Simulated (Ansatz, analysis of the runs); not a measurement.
# Conductance against length: 1,4-phenylene with amine ends, between Au (111) faces with adatoms, and longer members, part 3 of 5

Wanted: G and thermopower along the series, and a fit against length.

Ansatz 0.2.0; DFT PBE, plane waves, PAW; relaxation of a junction, electrodes held but for their tips (the session's first sound run).

So far, conductance of the junction (G₀): step 3 (the open system, 90 atoms, molecule oligophenyl 1, amine …) 0.0259.

### 5. Relaxation of the scattering region, 100 atoms, molecule oligophenyl 2, amine ends, units 2

This step: DFT PBE, plane waves, PAW; relaxation of a junction, electrodes held but for their tips (Ansatz 0.2.0).

System of this step: 4,4'-biphenylene with amine ends, between Au (111) faces with adatoms. The cell holds 100 atoms: 74 Au, 2 N, 12 C and 12 H. Cell: a = 8.825 Å, b = 8.825 Å, c = 32.672 Å, α = 90.0°, β = 90.0°, γ = 60.0°. Electrodes: Au (111) 3x3 face with an adatom; the apex atoms were set 11.392 Å apart; the free molecule is Nc1ccc(-c2ccc(N)cc2)cc1. Regions: lower lead, 37 atoms (37 Au); bridge, 26 atoms (2 N, 12 C and 12 H); upper lead, 37 atoms (37 Au). The structure is stacked along c, and the current runs across the ab planes.

The bridge and the electrodes' tips relax, while 72 atoms stay at the lead's spacing, so that the ends still repeat as a lead.

File input.yaml:

```yaml
crystal:
  lattice:
    - [8.8246926292, 0.0, 0.0]
    - [4.4123463146, 7.6424079975, 0.0]
    - [0.0, 0.0, 32.6718849545]
  atoms:
    - { symbol: Au, position: [0.722222222, 0.722222222, 0.0] }
    - { symbol: Au, position: [0.722222222, 0.055555556, 0.0] }
    - { symbol: Au, position: [0.722222222, 0.388888889, 0.0] }
    - { symbol: Au, position: [0.055555556, 0.722222222, 0.0] }
    - { symbol: Au, position: [0.055555556, 0.055555556, 0.0] }
    - { symbol: Au, position: [0.055555556, 0.388888889, 0.0] }
    - { symbol: Au, position: [0.388888889, 0.722222222, 0.0] }
    - { symbol: Au, position: [0.388888889, 0.055555556, 0.0] }
    - { symbol: Au, position: [0.388888889, 0.388888889, 0.0] }
    - { symbol: Au, position: [0.833333333, 0.833333333, 0.073512046] }
    - { symbol: Au, position: [0.833333333, 0.166666667, 0.073512046] }
    - { symbol: Au, position: [0.833333333, 0.5, 0.073512046] }
    - { symbol: Au, position: [0.166666667, 0.833333333, 0.073512046] }
    - { symbol: Au, position: [0.166666667, 0.166666667, 0.073512046] }
    - { symbol: Au, position: [0.166666667, 0.5, 0.073512046] }
    - { symbol: Au, position: [0.5, 0.833333333, 0.073512046] }
    - { symbol: Au, position: [0.5, 0.166666667, 0.073512046] }
    - { symbol: Au, position: [0.5, 0.5, 0.073512046] }
    - { symbol: Au, position: [0.944444444, 0.944444444, 0.147024093] }
    - { symbol: Au, position: [0.944444444, 0.277777778, 0.147024093] }
    - { symbol: Au, position: [0.944444444, 0.611111111, 0.147024093] }
    - { symbol: Au, position: [0.277777778, 0.944444444, 0.147024093] }
    - { symbol: Au, position: [0.277777778, 0.277777778, 0.147024093] }
    - { symbol: Au, position: [0.277777778, 0.611111111, 0.147024093] }
    - { symbol: Au, position: [0.611111111, 0.944444444, 0.147024093] }
    - { symbol: Au, position: [0.611111111, 0.277777778, 0.147024093] }
    - { symbol: Au, position: [0.611111111, 0.611111111, 0.147024093] }
    - { symbol: Au, position: [0.055555556, 0.055555556, 0.220536139] }
    - { symbol: Au, position: [0.055555556, 0.388888889, 0.220536139] }
    - { symbol: Au, position: [0.055555556, 0.722222222, 0.220536139] }
[... 7 lines left out ...]
    - { symbol: "N", position: [0.24324069, 0.628658817, 0.320344812] }
    - { symbol: C, position: [0.284536658, 0.635511921, 0.36140142] }
    - { symbol: C, position: [0.306831052, 0.772373274, 0.375447284] }
    - { symbol: C, position: [0.363029645, 0.772474904, 0.41551824] }
    - { symbol: C, position: [0.404051639, 0.632575526, 0.442194541] }
    - { symbol: C, position: [0.388872955, 0.491844568, 0.427167268] }
    - { symbol: C, position: [0.332454253, 0.492315015, 0.387089354] }
    - { symbol: C, position: [0.463372466, 0.632575717, 0.484293334] }
    - { symbol: C, position: [0.619282396, 0.491845235, 0.49932062] }
    - { symbol: C, position: [0.675230355, 0.492315918, 0.539398547] }
    - { symbol: C, position: [0.579950344, 0.635512673, 0.565086489] }
    - { symbol: C, position: [0.420794236, 0.772373482, 0.55104063] }
    - { symbol: C, position: [0.364494318, 0.772474729, 0.510969656] }
    - { symbol: "N", position: [0.628099345, 0.628659888, 0.606143108] }
    - { symbol: H, position: [0.190599118, 0.551058596, 0.31527074] }
    - { symbol: H, position: [0.172569115, 0.748062372, 0.307067906] }
    - { symbol: H, position: [0.280842087, 0.880767753, 0.355320705] }
    - { symbol: H, position: [0.377788509, 0.881980383, 0.42553664] }
    - { symbol: H, position: [0.421090614, 0.379757548, 0.446664896] }
    - { symbol: H, position: [0.3259384, 0.379306186, 0.376248573] }
    - { symbol: H, position: [0.699152224, 0.379758415, 0.479822986] }
    - { symbol: H, position: [0.794755073, 0.379307235, 0.550239378] }
    - { symbol: H, position: [0.338388325, 0.880767829, 0.571167202] }
    - { symbol: H, position: [0.240229646, 0.881979784, 0.500951252] }
    - { symbol: H, position: [0.758341271, 0.551060217, 0.611217145] }
    - { symbol: H, position: [0.579366733, 0.748063448, 0.619420048] }
[... 29 lines left out ...]
    - { symbol: Au, position: [0.611111111, 0.944444444, 0.926487954] }
    - { symbol: Au, position: [0.611111111, 0.277777778, 0.926487954] }
    - { symbol: Au, position: [0.944444444, 0.611111111, 0.926487954] }
    - { symbol: Au, position: [0.944444444, 0.944444444, 0.926487954] }
    - { symbol: Au, position: [0.944444444, 0.277777778, 0.926487954] }
    - { symbol: Au, position: [0.277777778, 0.611111111, 0.926487954] }
    - { symbol: Au, position: [0.277777778, 0.944444444, 0.926487954] }
    - { symbol: Au, position: [0.277777778, 0.277777778, 0.926487954] }
kpoints:
  mp_grid: { grid: [2, 2, 1] }
scf:
  occupations: { method: fermi_dirac, width: 0.1 }
hamiltonian:
  xc: pbe
relax:
  constraints:
    - { sites: [0, 1, 2, 3, 4, 5, 6, 7, 8, 9, 10, 11, 12, 13, 14, 15, 16, 17, 18, 19, 20, 21, 22, 23, 24, 25, 26, 27, 28, 29, 30, 31, 32, 33, 34, 35, 64, 65, 66, 67, 68, 69, 70, 71, 72, 73, 74, 75, 76, 77, 78, 79, 80, 81, 82, 83, 84, 85, 86, 87, 88, 89, 90, 91, 92, 93, 94, 95, 96, 97, 98, 99] }
  f_tol: 0.05
  max_steps: 35
```

On the command line:

```
$ ansatz run input.yaml --threads 16 --pin off --max-ram 61440MiB --backend cuda --events-out ev --progress --plain --runs-dir out --max-vram 78GiB
```

Numbers of over 12 decimals in the logs are rounded to 6 here.

Output:

```text
[...]
Crystal: 100 atoms, lattice volume = 2203.454 Å³
Basis set: ecut = 420 eV, 43063 PW (Γ), exchange–correlation on 120×120×450 points (8 copies of the dense FFT grid, shifted against one another)
Bands: 886, of which v1, the nominal top of the filled ones, is band 738 counted from 1 (737 counted from 0)
Symmetry: 1 space group operations
[...]
k-points: 4
[...]
- { symbol: Au, position: [0.277778, 0.944444, 0.705952] }
    - { symbol: Au, position: [0.611111, 0.277778, 0.705952] }
    - { symbol: Au, position: [0.611111111, 0.611111, 0.705952] }
    - { symbol: Au, position: [0.611111, 0.944444, 0.705952] }
    - { symbol: Au, position: [0.944444, 0.277778, 0.705952] }
[...]
- { symbol: Au, position: [0.944444, 0.277778, 0.926488] }
    - { symbol: Au, position: [0.277777778, 0.611111, 0.926488] }
    - { symbol: Au, position: [0.277778, 0.944444, 0.926488] }
    - { symbol: Au, position: [0.277778, 0.277778, 0.926488] }
[key lines of the parts left out:]
SCF converged after 7 iterations
```

The job ended after 14 s (1 × NVIDIA GB200 with 16 threads of Arm Neoverse V2, shared host; peak memory 1.9 GiB; 42 s of CPU time).

The steps of the relaxation:

| step | energy less that of the first step (eV) | largest force component (eV/Å) |
| --- | --- | --- |
| 1 | 0.0000 | 1.3209 |
| 2 | -0.2568 | 0.6122 |
| 3 | -0.3602 | 0.1548 |
| 4 | -0.3904 | 0.0975 |
| 5 | -0.4091 | 0.1039 |
| 6 | -0.4136 | 0.0564 |
| 7 | -0.4156 | 0.0227 |

The atoms that moved most (Å):

| atom | dx | dy | dz | length |
| --- | --- | --- | --- | --- |
| H60 | 0.570 | 0.134 | -0.123 | 0.598 |
| H54 | -0.518 | 0.094 | 0.024 | 0.527 |
| H61 | 0.413 | 0.229 | -0.088 | 0.480 |
| H55 | -0.415 | 0.218 | 0.011 | 0.469 |
| C49 | 0.385 | 0.105 | -0.138 | 0.423 |
| C40 | -0.351 | 0.074 | 0.049 | 0.362 |
| C50 | 0.310 | 0.156 | -0.094 | 0.360 |
| H63 | 0.294 | -0.160 | -0.095 | 0.348 |

The largest force component on a free atom ends at 0.023 eV/Å, under the limit of 0.05. The apex atoms end 11.62 Å apart, and their nearest bridge atoms lie at 2.33 Å (Au–N) and 2.38 Å (Au–N).

### 6. The open system, 100 atoms, molecule oligophenyl 2, amine ends, units 2

This step: DFT PBE, plane waves, PAW; transmission of a junction between electrodes (Ansatz 0.2.0).

The transmission is computed for this geometry in the same way.

File input.yaml:

```yaml
crystal:
  lattice:
    - [8.8246926292, 0.0, 0.0]
    - [4.4123463146, 7.6424079975, 0.0]
    - [0.0, 0.0, 32.6718849545]
  atoms:
    - { symbol: Au, position: [0.722222222, 0.722222222, 0.0] }
    - { symbol: Au, position: [0.722222222, 0.055555556, 0.0] }
    - { symbol: Au, position: [0.722222222, 0.388888889, 0.0] }
    - { symbol: Au, position: [0.055555556, 0.722222222, 0.0] }
    - { symbol: Au, position: [0.055555556, 0.055555556, 0.0] }
    - { symbol: Au, position: [0.055555556, 0.388888889, 0.0] }
    - { symbol: Au, position: [0.388888889, 0.722222222, 0.0] }
    - { symbol: Au, position: [0.388888889, 0.055555556, 0.0] }
    - { symbol: Au, position: [0.388888889, 0.388888889, 0.0] }
    - { symbol: Au, position: [0.833333333, 0.833333333, 0.073512046] }
    - { symbol: Au, position: [0.833333333, 0.166666667, 0.073512046] }
    - { symbol: Au, position: [0.833333333, 0.5, 0.073512046] }
    - { symbol: Au, position: [0.166666667, 0.833333333, 0.073512046] }
    - { symbol: Au, position: [0.166666667, 0.166666667, 0.073512046] }
    - { symbol: Au, position: [0.166666667, 0.5, 0.073512046] }
    - { symbol: Au, position: [0.5, 0.833333333, 0.073512046] }
    - { symbol: Au, position: [0.5, 0.166666667, 0.073512046] }
    - { symbol: Au, position: [0.5, 0.5, 0.073512046] }
    - { symbol: Au, position: [0.944444444, 0.944444444, 0.147024093] }
    - { symbol: Au, position: [0.944444444, 0.277777778, 0.147024093] }
    - { symbol: Au, position: [0.944444444, 0.611111111, 0.147024093] }
    - { symbol: Au, position: [0.277777778, 0.944444444, 0.147024093] }
    - { symbol: Au, position: [0.277777778, 0.277777778, 0.147024093] }
    - { symbol: Au, position: [0.277777778, 0.611111111, 0.147024093] }
    - { symbol: Au, position: [0.611111111, 0.944444444, 0.147024093] }
    - { symbol: Au, position: [0.611111111, 0.277777778, 0.147024093] }
    - { symbol: Au, position: [0.611111111, 0.611111111, 0.147024093] }
    - { symbol: Au, position: [0.055555556, 0.055555556, 0.220536139] }
    - { symbol: Au, position: [0.055555556, 0.388888889, 0.220536139] }
    - { symbol: Au, position: [0.055555556, 0.722222222, 0.220536139] }
[... 7 lines left out ...]
    - { symbol: "N", position: [0.2465803331, 0.6043714982, 0.3217489952] }
    - { symbol: C, position: [0.2737435579, 0.6261392407, 0.3635190602] }
    - { symbol: C, position: [0.2622514418, 0.7820946408, 0.3769485298] }
    - { symbol: C, position: [0.3189752307, 0.7910928826, 0.4160638983] }
    - { symbol: C, position: [0.3882061405, 0.645687772, 0.4422982841] }
    - { symbol: C, position: [0.3881785219, 0.4941534106, 0.4290645434] }
    - { symbol: C, position: [0.3315387707, 0.4837880961, 0.3901537775] }
    - { symbol: C, position: [0.4644278652, 0.6462990994, 0.482215108] }
    - { symbol: C, position: [0.6162520957, 0.4952236293, 0.4955295616] }
    - { symbol: C, position: [0.6856767206, 0.4870594371, 0.5340446293] }
    - { symbol: C, position: [0.6033620262, 0.6311912731, 0.5602714167] }
    - { symbol: C, position: [0.4575569797, 0.7861419005, 0.5468054744] }
    - { symbol: C, position: [0.3894400454, 0.7929478266, 0.5080817132] }
    - { symbol: "N", position: [0.6561968316, 0.6127015434, 0.6016367096] }
    - { symbol: H, position: [0.2045840898, 0.5173442468, 0.3162760049] }
    - { symbol: H, position: [0.1670458061, 0.7177599107, 0.3062240307] }
    - { symbol: H, position: [0.2160465253, 0.893032992, 0.3560431804] }
    - { symbol: H, position: [0.3164747088, 0.9105187997, 0.4258619612] }
    - { symbol: H, position: [0.4341302315, 0.3827257276, 0.4497265249] }
    - { symbol: H, position: [0.3362239264, 0.3639679475, 0.3797767916] }
    - { symbol: H, position: [0.6805868047, 0.3826650246, 0.4751500539] }
    - { symbol: H, position: [0.8014942412, 0.3678193525, 0.5444080132] }
    - { symbol: H, position: [0.3941367819, 0.898348075, 0.5673934392] }
    - { symbol: H, position: [0.2720599654, 0.9119233642, 0.4982659498] }
    - { symbol: H, position: [0.7851973796, 0.5250710705, 0.6068163438] }
    - { symbol: H, position: [0.6232085754, 0.7270757208, 0.6164971934] }
[... 29 lines left out ...]
    - { symbol: Au, position: [0.611111111, 0.944444444, 0.926487954] }
    - { symbol: Au, position: [0.611111111, 0.277777778, 0.926487954] }
    - { symbol: Au, position: [0.944444444, 0.611111111, 0.926487954] }
    - { symbol: Au, position: [0.944444444, 0.944444444, 0.926487954] }
    - { symbol: Au, position: [0.944444444, 0.277777778, 0.926487954] }
    - { symbol: Au, position: [0.277777778, 0.611111111, 0.926487954] }
    - { symbol: Au, position: [0.277777778, 0.944444444, 0.926487954] }
    - { symbol: Au, position: [0.277777778, 0.277777778, 0.926487954] }
kpoints:
  mp_grid: { grid: [4, 4, 1] }
scf:
  occupations: { method: fermi_dirac, width: 0.1 }
hamiltonian:
  xc: pbe
output:
  transmission: { leads: [[91, 0]], e_range: [-0.7, 0.7], de: 0.035, kmesh: [4, 4] }
  dos: { projected: true, e_range: [-5, 4] }
  write_potential: true
  write_density: true
  volumetric_format: npy
```

Output:

```text
[...]
Crystal: 100 atoms, lattice volume = 2203.454 Å³
Basis set: ecut = 420 eV, 43063 PW (Γ)
Bands: 886, of which v1, the nominal top of the filled ones, is band 738 counted from 1 (737 counted from 0)
Symmetry: 1 space group operations
[...]
k-points: 10 of 16 (time reversal used)
[...]
basis      : 595 plane waves across, 50 finite elements along
  points     : 10, standing for a mesh of 4 x 4
  on the GPU : 9 of these points; the CPU solved the others: they were too small for the GPU, or it had no memory for them, could not solve them or had refused or failed an earlier call
[...]
filled         : 0.5 meV over the level at which it is neutral
    channels       : 7.687500e0 a spin
[...]
junction   : crystal 0 to crystal 0, -0.50 to 29.77 Å
    transmission   : 7.917059e-3 a spin
[...]
resistance     : 1.0899e0 Ω µm² beyond half of each lead's own
[key lines of the parts left out:]
SCF converged after 10 iterations
```

Wall time 8.8 min (1 × NVIDIA GB200 with 16 threads); peak memory 18 GiB; 83 min of CPU time.

Transmission, one spin against energy, zero at the Fermi level:

energy (eV), transmission, one spin and a bar:
```
   -0.700     0.0788 ##############################
   -0.665     0.0679 ##########################
   -0.595     0.0541 ####################
   -0.560     0.0475 ##################
   -0.490     0.0305 ###########
   -0.455     0.0248 #########
   -0.420     0.0213 #######
   -0.350     0.0169 ######
   -0.315     0.0154 #####
   -0.280     0.0142 #####
   -0.210     0.0121 ####
   -0.175     0.0112 ####
   -0.105     0.0097 ###
   -0.070     0.0090 ###
   -0.035     0.0084 ##
    0.000     0.0079 ##
    0.035     0.0075 ##
    0.070     0.0071 ##
    0.105     0.0067 ##
    0.175     0.0063 ##
    0.210     0.0071 ##
    0.280     0.0033 
    0.315     0.0031 
    0.350     0.0029 
    0.420     0.0026 
    0.455     0.0026 
    0.490     0.0025 
    0.560     0.0023 
    0.595     0.0023 
    0.665     0.0023 
    0.700     0.0022
```

The conductance is 0.00798 G₀. The conductance is 0.31 times that of the last run that gave one. The lead's Hamiltonian steps by 26.4 meV, which the program calls too much for a lead. The largest term of the program's error estimate is 35 %, from band edges of the leads and from resonances.

### 7. Landauer integrals, 100 atoms

This step: Landauer integrals over the computed T(E), interpolated linearly between its energies (analysis of the runs above).

T(E) held rigid; rough near sharp steps of T(E). The conductance at 300 K by shift of the leads' level:

| shift of the leads' level (eV) | conductance at 300 K (G₀) |
| --- | --- |
| -0.350 | 0.0173 |
| -0.300 | 0.0151 |
| -0.250 | 0.0134 |
| -0.200 | 0.0119 |
| -0.150 | 0.0107 |
| -0.100 | 0.00966 |
| -0.050 | 0.00875 |
| 0.000 | 0.00798 |
| 0.050 | 0.00735 |
| 0.100 | 0.00684 |
| 0.150 | 0.00645 |
| 0.200 | 0.00589 |
| 0.250 | 0.00453 |
| 0.300 | 0.00345 |
| 0.350 | 0.00298 |

The thermopower is 12.9 μV/K. The Lorenz ratio is 1.02, where the Wiedemann-Franz law gives 1. These values rest on a semilocal level alignment and on the mesh across the current. Moving the level by up to 0.1 eV either way gives 9.9 to 15 μV/K.

(Part 3 of 5 ends here.)

[Logs are printed without paths, hosts, clocks, repeated set-up lines and the standing remarks that a program may print on its own settings, such as how far it seeks lower states.]

[Hosts, paths, dates, database ids (printed as entryN), source tags and the programs' standing remarks are cut or masked in the printed files.]
